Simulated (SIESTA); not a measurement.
ZnO (zincite):

```
Zn O
1.0
     3.24931    0.00000    0.00000
    -1.62465    2.81398    0.00000
     0.00000    0.00000    5.20571
Zn O
2 2
Direct
  0.66667 0.33333 0.00000
  0.33333 0.66667 0.50000
  0.33333 0.66667 0.87901
  0.66667 0.33333 0.37901
```

Base run:

```yaml
Program: SIESTA 5.4.2
Functional: PBE
Potentials_or_basis: PseudoDojo 0.4 standard (PBE files)
Basis: SZP (energy shift 0.003 Ry)
Grid_cutoff: 800 Ry
Energy_shift: 0.003 Ry
k_mesh: 9 × 9 × 5
Occupations: fermi-dirac, width 0.05 eV
Spin: no spin polarisation
```

Its results: band gap on the k mesh 2.42 eV, indirect (least direct gap 2.52 eV); pressure 5.5 GPa; largest force 0.114 eV/Å.

**Question.** The run is repeated on the same cell with these changes: basis from SZP (energy shift 0.003 Ry) to TZDP (energy shift 0.003 Ry; two zetas on semicore shells). What comes out?

**Answer.** Band gap on the k mesh 1.06 eV, direct; pressure 5.5 GPa; largest force 0.071 eV/Å.

Caveats: short orbitals over semicore shells can move pressures by several GPa; the valence orbitals were made in a potential fitted to the semicore shell under them, which widens gaps by tenths of an eV or more; the basis of atomic orbitals isn't converged, which shifts pressures, moduli and gaps; the mesh misses the band edges, which the band path finds closer together (some runs).
